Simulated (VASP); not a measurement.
A run of VASP 6.6.1 is set up as follows.

File INCAR:

```
SYSTEM = HgSe
  PREC = Accurate
  ENCUT = 600
  EDIFF = 1E-6
  ISMEAR = -1
  SIGMA = 0.05
  LREAL = .False.
  LASPH = .True.
  NELM = 100
  ALGO = Normal
  ISIF = 3
  LWAVE = .False.
  LCHARG = .False.
  GGA = PE
  IVDW = 12
  IBRION = 2
  NSW = 60
  EDIFFG = -0.01
```

KPOINTS

```
Automatic mesh
0
Gamma
  8 8 8
  0 0 0
```

File POSCAR:

```
HgSe
1.0
    0.0000000000      3.0390000000      3.0390000000
    3.0390000000      0.0000000000      3.0390000000
    3.0390000000      3.0390000000      0.0000000000
Hg Se
1 1
Direct
    0.0000000000      0.0000000000      0.0000000000
    0.7500000000      0.7500000000      0.7500000000
```

Potentials or basis: VASP PAW PBE potentials, release 64 (Hg, Se).

Launch:

```sh
$ cat potpaw_PBE.64/Hg/POTCAR potpaw_PBE.64/Se/POTCAR > POTCAR
$ mpirun -np 1 vasp_std > vasp.out
```

**Question.** Predict the space group after relaxing (to 0.05 Å).

**Answer.** F-43m (No. 216).

**Question.** Estimate the band gap on the k mesh.

**Answer.** None (metal or under the smearing width).

**Question.** Estimate the dispersion energy per atom.

**Answer.** -0.317 eV.

Final structure:
```
Hg Se
1.0
     0.00000    3.09164    3.09164
     3.09164    0.00000    3.09164
     3.09164    3.09164    0.00000
Hg Se
1 1
Cartesian
  0.0000 0.0000 0.0000
  4.6375 4.6375 4.6375
```

 Zero-point motion and thermal expansion aren't in these numbers.
